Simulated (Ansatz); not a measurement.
# ZnS (F-43m) in Ansatz: settings compared

One crystal, ZnS, is run at these levels: RPBE, revPBE; tasks: band structure, single point, equation of state.

Program: Ansatz 0.2.0. These are calculated values, not measurements. Logs are shortened: lines on timing, memory, paths and dates and some standing lists are left out, and cuts for length are marked.

**The experiment to reproduce.**

From “Electronic, vibrational, and thermodynamic properties of ZnS (zincblende and rocksalt structure)”, 2009, arxiv:0911.5022, for a bulk crystal of ZnS: band gap 3.85 eV (direct) at 19 K; bulk modulus 76.9 GPa.

How close the calculation comes is told below.

## 1. Starting point

The structure is cubic, space group F-43m (No. 216). The conventional cell has a = 5.404 Å, b = 5.404 Å, c = 5.404 Å, α = 90.00°, β = 90.00°, γ = 90.00°. Around Zn (site symmetry -43m) lie 4 S at 2.34 Å. Around S (site symmetry -43m) lie 4 Zn at 2.34 Å.

## 2. Band structure, RPBE

Contents of input.yaml:

```yaml
crystal:
  lattice:
    - [0.0, 2.702, 2.702]
    - [2.702, 0.0, 2.702]
    - [2.702, 2.702, 0.0]
  atoms:
    - { symbol: Zn, position: [0.75, 0.75, 0.75] }
    - { symbol: S, position: [0.0, 0.0, 0.0] }
hamiltonian:
  xc: rpbe
  pseudopotentials: { kind: paw }
kpoints:
  mp_grid: { grid: [9, 9, 9] }
  band_path:
    path:
      - [[0.0, 0.0, 0.0], [0.5, 0.0, 0.5], [0.5, 0.25, 0.75], [0.375, 0.375, 0.75], [0.0, 0.0, 0.0], [0.5, 0.5, 0.5], [0.625, 0.25, 0.625], [0.5, 0.25, 0.75], [0.5, 0.5, 0.5], [0.375, 0.375, 0.75]]
      - [[0.625, 0.25, 0.625], [0.5, 0.0, 0.5]]
    npoints: 14
scf:
  occupations: { method: fermi_dirac, width: 0.05 }
  n_extra_bands: 6
output:
  forces: true
  stress: true
  eigenvalues: true
  fatbands: false
```

Potentials or basis: Ansatz PAW.

The run is started by

```
ansatz run input.yaml --threads 2 --pin off --max-ram 5120MiB --backend cpu --events-out ev --progress --plain --runs-dir out
```

The log of the run:

```text
Warning: RAYON_NUM_THREADS=2 ignored (pool sized by the plan → 2); use --threads N
scf.n_extra_bands = 6 over 9 filled bands (N_el = 18.0): the run solves 15 bands
Engine: ansatz 0.2.0, aarch64-unknown-linux-gnu
Pseudopotentials: kind: paw
Pseudopotential: Zn, paw, valence charge 12, recommended cutoff 420 eV (normal), Zn.paw.azcp
Pseudopotential: S, paw, valence charge 6, recommended cutoff 420 eV (normal), S.paw.azcp
Functional definition: RPBE
  parameter kappa = 0.804
  parameter beta = 0.06672455060314922
  exchange = rpbe_x(kappa = kappa, mu = beta*pi^2/3)
  correlation = pbe_c(beta = beta)
Crystal: 2 atoms, lattice volume = 39.454 Å³
Basis set: ecut = 420 eV, 749 PW (Γ), exchange–correlation on 54×54×54 points (8 copies of the dense FFT grid, shifted against one another)
Bands: 15, of which v1, the nominal top of the filled ones, is band 9 counted from 1 (8 counted from 0)
Symmetry: 24 space group operations
Space group: F-43m (ITA 216), of the structure as read, at distance tolerance 3.4e-5 Å
k-points: 35 of 729 (time reversal used)
Non-local potential: Zn, projectors of the file, l = 0: 2, l = 1: 2, l = 2: 3, l = 3: 1
Non-local potential: S, projectors of the file, l = 0: 2, l = 1: 2, l = 2: 2
PAW form: soft (Blöchl's): semilocal exchange-correlation on the pseudo side does not see the compensation charge
PAW frozen core: Zn, regenerated for the run's functional, and the local potential with it (the file was generated under x = pbe(κ = 0.804, μ = 0.2195149727645171), c = pbe(β = 0.06672455060314922))
PAW frozen core: S, regenerated for the run's functional, and the local potential with it (the file was generated under x = pbe(κ = 0.804, μ = 0.2195149727645171), c = pbe(β = 0.06672455060314922))
PAW one-centre angular grid: Zn, 590 points (default); XC on 64 Gauss nodes
PAW one-centre angular grid: S, 110 points (default); XC on 64 Gauss nodes
Initial density: superposition of atomic densities (neutral atoms: chi_scale 0, normalization atom), corrected by the library's trained network
Initial wavefunctions: pseudopotential atomic-orbital guess
Functional: x = rpbe, c = pbe(β = 0.06672455060314922)
SCF iter   1: F=—  HF=-4231.601649 eV  |F-HF|=—  |Δ(HF+E_count)|=         —  Δρ=3.92e-3  dr2=3.10e-3  ethr=1.77e-3  ⟨swp⟩=5.3  Hψ=2947  notcnv=0  defer=1
preconditioner: auto → none  [insulator: Δε(μ)=2.286 eV  Ē_g=14.013 eV  σ=0.050 eV  W_gap=1.00  n_scr=14 (ndim 8)  ℏωp=25.1 eV  f_vac=0.026  D(μ)=0.00/eV (n_scr^D=0)  ε∞_Penn≈4.2]
SCF iter   2: F=—  HF=-4231.601575 eV  |F-HF|=—  |Δ(HF+E_count)|=   7.43e-5  Δρ=1.68e-3  dr2=7.12e-4  ethr=1.72e-5  ⟨swp⟩=2.1  Hψ=1210  notcnv=0  defer=46
SCF iter   3: F=—  HF=-4231.601326 eV  |F-HF|=—  |Δ(HF+E_count)|=   2.49e-4  Δρ=7.76e-4  dr2=1.25e-4  ethr=3.96e-6  ⟨swp⟩=2.0  Hψ=746  notcnv=0  defer=46
SCF iter   4: F=—  HF=-4231.601417 eV  |F-HF|=—  |Δ(HF+E_count)|=   9.05e-5  Δρ=2.30e-4  dr2=2.13e-5  ethr=6.95e-7  ⟨swp⟩=2.8  Hψ=792  notcnv=0  defer=46
SCF iter   5: F=—  HF=-4231.601418 eV  |F-HF|=—  |Δ(HF+E_count)|=   1.58e-6  Δρ=4.47e-5  dr2=8.43e-7  ethr=1.18e-7  ⟨swp⟩=2.3  Hψ=646  notcnv=0  defer=46
SCF iter   6: F=-4231.601419 eV  HF=-4231.601419 eV  |F-HF|=5.07e-8  |Δ(HF+E_count)|=   4.89e-7  Δρ=8.30e-6  dr2=1.92e-8  ethr=5.56e-10  ⟨swp⟩=6.3  Hψ=2865  notcnv=0
SCF 1 converged in 6 iterations: F = -4231.601419 eV  dr2 = 1.92e-8
NSCF: frozen V_eff on 142 k-points
SCF converged after 6 iterations
Free energy (F): -4231.601419 eV
Harris-Foulkes:  -4231.601419 eV  (|F-HF|=5.07e-8)
Internal energy: -4231.601419 eV  (E = F + TS)
E sigma→0 (E₀):  -4231.601419 eV
Fermi energy:    7.079792 eV
--- Per-component energies (eV) ---
  E_band       = 7.744148
  E_kinetic    = 238.301930
  E_local      = -2041.210888  (includes V_loc(G=0)·N_el)
  E_nonlocal   = 642.357800
  E_hartree    = 854.554531
  E_xc         = -235.030160
  E_vxc        = -139.049481  (∫ρ·V_xc dr)
  E_paw        = -2437.084414  (= ΣΔE_a)
  E_vpaw       = -401.762067  (= ΣTr[D̂ρ^β])
  E_aug_tail   = -0.000362  (compensation charges beyond the density's cutoff)
  E_ewald      = -1253.379294
  E_core_change = -0.110563  (= ΣΔE_core)
  E_smearing   = -0.000000  (= −TS)
  E_closure    = 0.000000  (closes the sum)
  Σ components = -4231.601419   (vs F -4231.601419, Δ=0.00e0)
--- Forces (eV/Å), atoms counted from 1 ---
  atom   1  Zn     0.00000000    -0.00000000     0.00000000
  atom   2  S     -0.00000000     0.00000000     0.00000000
  max |Σ_I F_I| component: 3.70e-17 eV/Å
--- Stress (GPa, compression-positive) ---
        4.187385      -0.000000      -0.000000
        0.000000       4.187385       0.000000
       -0.000000       0.000000       4.187385
  P = ⅓ Tr σ = 4.1874 GPa (41.874 kbar)
--- Band table (eV; the first three rows and the last of 35) ---
  k-point 0: bands = ["-7.2261", "-0.3952", "-0.3952", "-0.3952", "0.1100", "0.1100", "5.8991", "5.8991", "5.8991", "8.1792", "12.3372", "12.3372", "12.3372", "17.5231", "17.5231"]
  k-point 1: bands = ["-7.1341", "-0.3941", "-0.3784", "-0.3784", "0.1086", "0.1086", "4.9954", "5.7816", "5.7816", "8.8587", "12.2643", "12.5416", "12.5416", "17.0669", "17.0669"]
  k-point 2: bands = ["-6.8859", "-0.3633", "-0.3385", "-0.3385", "0.1098", "0.1098", "3.4862", "5.5086", "5.5086", "9.4646", "12.6947", "12.9028", "12.9028", "16.7492", "16.7492"]
  k-point 34: bands = ["-6.0185", "-0.2623", "-0.1299", "0.0338", "0.0970", "0.4576", "1.3885", "3.0421", "3.5570", "11.5855", "11.8799", "13.5040", "15.0154", "17.7732", "19.5025"]
```

bands.tsv:

```text
# k_distance	band_0	band_1	band_2	band_3	band_4	band_5	band_6	band_7	band_8	band_9	band_10	band_11	band_12	band_13	band_14
# fermi_ev = 7.079792
# lock_threshold_ev = 1e-6
[... 156 lines left out ...]
7.375460	-13.079088	-7.487003	-7.132946	-7.129615	-6.896823	-6.740816	-5.694509	-3.463671	-3.365035	2.452500	3.076059	9.772679	10.607666	10.866756	12.290183
7.404822	-13.079214	-7.491490	-7.131243	-7.129792	-6.895520	-6.746557	-5.693542	-3.420948	-3.376376	2.410345	3.028925	9.869818	10.736330	10.867032	12.276487
7.434184	-13.079329	-7.494252	-7.130218	-7.129868	-6.894715	-6.750081	-5.692998	-3.394462	-3.383201	2.382793	3.001905	9.934984	10.823418	10.858998	12.255365
7.463547	-13.079365	-7.495179	-7.129876	-7.129876	-6.894450	-6.751263	-5.692821	-3.385481	-3.385481	2.373241	2.993146	9.958205	10.854584	10.854584	12.245352
```

Run time: 2.4 s. Hardware: 2 threads of Arm Neoverse V2, shared host; peak memory 0.3 GiB.

Results:

| Item | Value |
| --- | --- |
| Free energy | -4231.6014 eV |
| Pressure | 4.2 GPa |
| Band gap on the k mesh | 2.28 eV, direct |
| Band gap along the path | 2.28 eV, direct |

Levels at the corners of the path, in eV from the valence-band top:
| point | band 6 | band 7 | band 8 | band 9 | band 10 | band 11 | band 12 | band 13 |
| --- | --- | --- | --- | --- | --- | --- | --- | --- |
| Γ | -5.79 | 0.00 | 0.00 | 0.00 | 2.28 | 6.44 | 6.44 | 6.44 |
| X | -5.57 | -4.51 | -2.20 | -2.20 | 3.55 | 4.17 | 11.14 | 12.04 |
| W | -5.39 | -4.55 | -2.71 | -2.68 | 5.82 | 6.09 | 7.96 | 8.33 |
| K | -5.44 | -4.58 | -3.07 | -1.79 | 4.25 | 6.05 | 9.49 | 9.80 |
| Γ | -5.79 | 0.00 | 0.00 | 0.00 | 2.28 | 6.44 | 6.44 | 6.44 |
| L | -5.58 | -5.24 | -0.86 | -0.86 | 3.43 | 6.97 | 6.97 | 9.06 |
| U | -5.44 | -4.58 | -3.07 | -1.79 | 4.25 | 6.05 | 9.49 | 9.80 |
| W | -5.39 | -4.55 | -2.71 | -2.68 | 5.82 | 6.09 | 7.96 | 8.33 |
| L | -5.58 | -5.24 | -0.86 | -0.86 | 3.43 | 6.97 | 6.97 | 9.06 |
| K | -5.44 | -4.58 | -3.07 | -1.79 | 4.25 | 6.05 | 9.49 | 9.80 |
| U | -5.44 | -4.58 | -3.07 | -1.79 | 4.25 | 6.05 | 9.49 | 9.80 |
| X | -5.57 | -4.51 | -2.20 | -2.20 | 3.55 | 4.17 | 11.14 | 12.04 |

Caveat: the PAW data sets come from PBE, with cores solved anew for the run's functional, which leaves a small shift of forces and pressure.

## 3. Single point, revPBE, 18.54 Å³/atom (volume scaled by 0.94)

Contents of input.yaml:

```yaml
crystal:
  lattice:
    - [0.0, 2.6468416657, 2.6468416657]
    - [2.6468416657, 0.0, 2.6468416657]
    - [2.6468416657, 2.6468416657, 0.0]
  atoms:
    - { symbol: Zn, position: [0.75, 0.75, 0.75] }
    - { symbol: S, position: [0.0, 0.0, 0.0] }
hamiltonian:
  xc: revpbe
  pseudopotentials: { kind: paw }
kpoints:
  mp_grid: { grid: [9, 9, 9] }
scf:
  occupations: { method: fermi_dirac, width: 0.05 }
output:
  forces: true
  stress: true
  eigenvalues: true
  write_density: true
  write_potential: true
  elf: true
  volumetric_format: npy
```

Potentials or basis: Ansatz PAW.

The run is started by

```
ansatz run input.yaml --threads 2 --pin off --max-ram 5120MiB --backend cpu --events-out ev --progress --plain --runs-dir out
```

Wall time 1.1 s (2 threads of Arm Neoverse V2, shared host); peak memory 0.31 GiB.

The run converged. Its results:

- Free energy: -4228.9770 eV
- Pressure: 9.1 GPa
- Band gap on the k mesh: 2.50 eV, direct

Caveat: odd divisions of the mesh miss points on the zone boundary, where band edges often lie, so the gap on the mesh can be too wide; the PAW data sets come from PBE, with cores solved anew for the run's functional, which leaves a small shift of forces and pressure.

## 4. Single point, revPBE, 18.94 Å³/atom (volume scaled by 0.96)

Contents of input.yaml:

```yaml
crystal:
  lattice:
    - [0.0, 2.6654820099, 2.6654820099]
    - [2.6654820099, 0.0, 2.6654820099]
    - [2.6654820099, 2.6654820099, 0.0]
  atoms:
    - { symbol: Zn, position: [0.75, 0.75, 0.75] }
    - { symbol: S, position: [0.0, 0.0, 0.0] }
hamiltonian:
  xc: revpbe
  pseudopotentials: { kind: paw }
kpoints:
  mp_grid: { grid: [9, 9, 9] }
scf:
  occupations: { method: fermi_dirac, width: 0.05 }
output:
  forces: true
  stress: true
  eigenvalues: true
```

The run is started by

```
ansatz run input.yaml --threads 2 --pin off --max-ram 5120MiB --backend cpu --events-out ev --progress --plain --runs-dir out
```

Run time: 0.88 s. Hardware: 2 threads of Arm Neoverse V2, shared host; peak memory 0.3 GiB.

The run converged. Its results:

```yaml
Free_energy: -4229.0164 eV
Pressure: 7.0 GPa
Band_gap_on_the_k_mesh: 2.41 eV, direct
```

Caveat: odd divisions of the mesh miss points on the zone boundary, where band edges often lie, so the gap on the mesh can be too wide; the PAW data sets come from PBE, with cores solved anew for the run's functional, which leaves a small shift of forces and pressure.

## 5. Single point, revPBE, 19.33 Å³/atom (volume scaled by 0.98)

input.yaml: that of step 4 with these lines changed.

```diff
@@ -2,5 +2,5 @@
   lattice:
-    - [0.0, 2.6654820099, 2.6654820099]
-    - [2.6654820099, 0.0, 2.6654820099]
-    - [2.6654820099, 2.6654820099, 0.0]
+    - [0.0, 2.6838652254, 2.6838652254]
+    - [2.6838652254, 0.0, 2.6838652254]
+    - [2.6838652254, 2.6838652254, 0.0]
   atoms:
```

The run is started by

```
ansatz run input.yaml --threads 2 --pin off --max-ram 5120MiB --backend cpu --events-out ev --progress --plain --runs-dir out
```

Wall time 0.96 s (2 threads of Arm Neoverse V2, shared host); peak memory 0.3 GiB.

It converged, with:

```
Free energy            : -4229.0463 eV
Pressure               : 5.2 GPa
Band gap on the k mesh : 2.32 eV, direct
```

Caveat: odd divisions of the mesh miss points on the zone boundary, where band edges often lie, so the gap on the mesh can be too wide; the PAW data sets come from PBE, with cores solved anew for the run's functional, which leaves a small shift of forces and pressure.

## 6. Single point, revPBE, 19.73 Å³/atom

input.yaml: that of step 5 with these lines changed.

```diff
@@ -2,5 +2,5 @@
   lattice:
-    - [0.0, 2.6838652254, 2.6838652254]
-    - [2.6838652254, 0.0, 2.6838652254]
-    - [2.6838652254, 2.6838652254, 0.0]
+    - [0.0, 2.702, 2.702]
+    - [2.702, 0.0, 2.702]
+    - [2.702, 2.702, 0.0]
   atoms:
```

Potentials or basis: Ansatz PAW.

The run is started by

```
ansatz run input.yaml --threads 2 --pin off --max-ram 5120MiB --backend cpu --events-out ev --progress --plain --runs-dir out
```

It took 0.91 s on 2 threads of Arm Neoverse V2, shared host; peak memory 0.3 GiB.

It converged, with:

| Property | Result |
| --- | --- |
| Free energy | -4229.0675 eV |
| Pressure | 3.5 GPa |
| Band gap on the k mesh | 2.23 eV, direct |

Caveat: odd divisions of the mesh miss points on the zone boundary, where band edges often lie, so the gap on the mesh can be too wide; the PAW data sets come from PBE, with cores solved anew for the run's functional, which leaves a small shift of forces and pressure.

## 7. Single point, revPBE, 20.12 Å³/atom (volume scaled by 1.02)

input.yaml: that of step 6 with these lines changed.

```diff
@@ -2,5 +2,5 @@
   lattice:
-    - [0.0, 2.702, 2.702]
-    - [2.702, 0.0, 2.702]
-    - [2.702, 2.702, 0.0]
+    - [0.0, 2.7198945612, 2.7198945612]
+    - [2.7198945612, 0.0, 2.7198945612]
+    - [2.7198945612, 2.7198945612, 0.0]
   atoms:
```

The run is started by

```
ansatz run input.yaml --threads 2 --pin off --max-ram 5120MiB --backend cpu --events-out ev --progress --plain --runs-dir out
```

Wall time 0.91 s (2 threads of Arm Neoverse V2, shared host); peak memory 0.3 GiB.

The run converged. Its results:

```yaml
Free_energy: -4229.0809 eV
Pressure: 2.0 GPa
Band_gap_on_the_k_mesh: 2.15 eV, direct
```

Caveat: odd divisions of the mesh miss points on the zone boundary, where band edges often lie, so the gap on the mesh can be too wide; the PAW data sets come from PBE, with cores solved anew for the run's functional, which leaves a small shift of forces and pressure.

## 8. Single point, revPBE, 20.52 Å³/atom (volume scaled by 1.04)

input.yaml: that of step 7 with these lines changed.

```diff
@@ -2,5 +2,5 @@
   lattice:
-    - [0.0, 2.7198945612, 2.7198945612]
-    - [2.7198945612, 0.0, 2.7198945612]
-    - [2.7198945612, 2.7198945612, 0.0]
+    - [0.0, 2.7375567091, 2.7375567091]
+    - [2.7375567091, 0.0, 2.7375567091]
+    - [2.7375567091, 2.7375567091, 0.0]
   atoms:
```

The run is started by

```
ansatz run input.yaml --threads 2 --pin off --max-ram 5120MiB --backend cpu --events-out ev --progress --plain --runs-dir out
```

It took 0.91 s on 2 threads of Arm Neoverse V2, shared host; peak memory 0.3 GiB.

The run converged. Its results:

```yaml
Free_energy: -4229.0873 eV
Pressure: 0.6 GPa
Band_gap_on_the_k_mesh: 2.07 eV, direct
```

Caveat: odd divisions of the mesh miss points on the zone boundary, where band edges often lie, so the gap on the mesh can be too wide; the PAW data sets come from PBE, with cores solved anew for the run's functional, which leaves a small shift of forces and pressure.

## 9. Single point, revPBE, 20.91 Å³/atom (volume scaled by 1.06)

input.yaml: that of step 8 with these lines changed.

```diff
@@ -2,5 +2,5 @@
   lattice:
-    - [0.0, 2.7375567091, 2.7375567091]
-    - [2.7375567091, 0.0, 2.7375567091]
-    - [2.7375567091, 2.7375567091, 0.0]
+    - [0.0, 2.7549938462, 2.7549938462]
+    - [2.7549938462, 0.0, 2.7549938462]
+    - [2.7549938462, 2.7549938462, 0.0]
   atoms:
```

Potentials or basis: Ansatz PAW.

The run is started by

```
ansatz run input.yaml --threads 2 --pin off --max-ram 5120MiB --backend cpu --events-out ev --progress --plain --runs-dir out
```

It took 0.93 s on 2 threads of Arm Neoverse V2, shared host; peak memory 0.3 GiB.

It converged, with:

```yaml
Free_energy: -4229.0873 eV
Pressure: -0.6 GPa
Band_gap_on_the_k_mesh: 1.99 eV, direct
```

Caveat: odd divisions of the mesh miss points on the zone boundary, where band edges often lie, so the gap on the mesh can be too wide; the PAW data sets come from PBE, with cores solved anew for the run's functional, which leaves a small shift of forces and pressure.

## 10. Equation of state, revPBE

Potentials or basis: Ansatz PAW.

This step only gathers the single runs of the series.

What came out:

* Equilibrium volume: 20.72 Å³/atom
* Bulk modulus: 64 GPa
* Pressure derivative of the bulk modulus: 4.4

Energy against volume, from the lowest point:
| volume (Å³/atom) | energy (meV/atom) |
| --- | --- |
| 18.543 | 55.17 |
| 18.938 | 35.43 |
| 19.332 | 20.51 |
| 19.727 | 9.92 |
| 20.121 | 3.22 |
| 20.516 | 0.02 |
| 20.910 | 0.00 |

Caveat: the potentials were made for another functional, which shifts forces and pressure.

## 11. How close it comes

Step 2. Against the measured gap of ZnS, 3.85 eV (direct; 19 K; quoted in “Electronic, vibrational, and thermodynamic properties of ZnS (zincblende and rocksalt structure)”, 2009, arxiv:0911.5022), the calculated 2.28 eV is off by -1.57 eV. The value is that of RPBE, without temperature or zero-point motion. Semilocal functionals fall short of measured gaps as a rule.

Step 10. A measured bulk modulus of ZnS is 76.9 GPa (quoted in “Electronic, vibrational, and thermodynamic properties of ZnS (zincblende and rocksalt structure)”, 2009, arxiv:0911.5022); the calculated 64 GPa misses it by -16.9 %. The fit is for a static lattice scaled at fixed shape and fixed fractional positions.
